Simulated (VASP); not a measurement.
## From an Ansatz input to VASP: SnO (zincblende)

Ansatz input

```yaml
crystal:
  lattice:
    - [0.0, 2.7385992836, 2.7385992836]
    - [2.7385992836, 0.0, 2.7385992836]
    - [2.7385992836, 2.7385992836, 0.0]
  atoms:
    - { symbol: Sn, position: [0.0, 0.0, 0.0] }
    - { symbol: O, position: [0.25, 0.25, 0.25] }
kpoints:
  mp_grid: { grid: [8, 8, 8] }
hamiltonian:
  xc: pbesol
scf:
  occupations: { method: fermi_dirac, width: 0.02 }
relax:
  f_tol: 0.005
  cell: {}
```

Q: Write VASP inputs for this cell and level of theory.

A: 

INCAR

```
ENCUT = 600
NELM = 120
LCHARG = .FALSE.
EDIFF = 1E-7
LASPH = .TRUE.
GGA = PS
IBRION = 2
LWAVE = .FALSE.
ISIF = 3
SIGMA = 0.02
NBANDS = 17
EDIFFG = -5E-3
ISMEAR = -1
LREAL = .FALSE.
NSW = 40
PREC = Accurate
```

KPOINTS

```
KPOINTS created by Atomic Simulation Environment
0
Gamma
8 8 8
0 0 0
```

POSCAR

```
Sn O
 1.0000000000000000
    -0.0000000000000000    2.7385992836239024    2.7385992836239024
     2.7385992836239024    0.0000000000000000    2.7385992836239024
     2.7385992836239024    2.7385992836239024    0.0000000000000000
 Sn  O
   1   1
Cartesian
  0.0000000000000000  0.0000000000000000  0.0000000000000000
  1.3692996418119512  1.3692996418119512  1.3692996418119512
```

VASP ran with the recommended PBE PAW datasets (20 valence electrons in the cell). Other inputs would serve too.

|  | Ansatz | VASP |
| --- | --- | --- |
| relaxed cell vector lengths | 3.801, 3.801, 3.801 Å | 3.801, 3.801, 3.801 Å |
| relaxed cell volume | 38.82 Å³ | 38.82 Å³ |

Each program uses its own PAW datasets. VASP's cell holds 20 valence electrons and Ansatz's 20.
